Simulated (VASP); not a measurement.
SnO under changes of volume

One of the cells (18.125 Å³/atom); the others are scaled copies at fixed shape and fractional positions:

```
CELL_PARAMETERS angstrom
3.83895 0.00000 0.00000
0.00000 3.83895 0.00000
0.00000 0.00000 4.91928
ATOMIC_POSITIONS crystal
Sn 0.50000 0.00000 0.76463
Sn 0.00000 0.50000 0.23537
O 0.00000 0.00000 0.00000
O 0.50000 0.50000 0.00000
```

The cell is a database's computed one.

- Program: VASP 6.6.1
- Functional: PBEsol
- Potentials or basis: VASP PAW PBE potentials, release 64 (Sn_d, O)
- Cutoff: 520 eV
- k mesh: 7 × 7 × 6
- Occupations: fermi-dirac, width 0.05 eV
- Spin: no spin polarisation

```csv
volume (Å³/atom),energy over the lowest point (meV/atom),pressure (GPa),gap on the mesh (eV),largest force (eV/Å)
16.703,?,?,?,?
17.058,6.52,3.9,0.22,0.765
17.414,0.00,1.7,0.30,0.450
18.125,0.43,-2.1,0.43,0.109
18.480,6.49,-3.7,0.50,0.359
18.835,15.92,-5.1,0.56,0.591
```

What does the run at 16.703 Å³/atom give?

Energy over the lowest point 18.23 meV/atom; pressure 6.3 GPa; gap on the mesh 0.15 eV; largest force 1.108 eV/Å.

Worked out: A Birch-Murnaghan fit of order 3 (a polynomial in V^(-2/3)) to the other rows has its minimum at 17.74 Å³/atom with B0 = V·E''(V) = 95 GPa and B' = 4.2 at fixed shape and positions, which overstates the stiffness. It gives 18.17 meV/atom at 16.703 Å³/atom, against the run's 18.23, and -dE/dV = 6.5 GPa, against 6.3. A straight line through the other rows of the gap, of slope 3.41 eV per unit of ln V, extrapolates to 0.15 eV, against the run's 0.15.

Energies are extrapolated to zero smearing.

Caveats: the PAW data sets were made with another functional, which shifts forces and pressure a little; spin-orbit coupling is left out, which moves the levels of the heavy elements; an odd mesh through Γ misses points on the zone boundary, where band edges often lie.
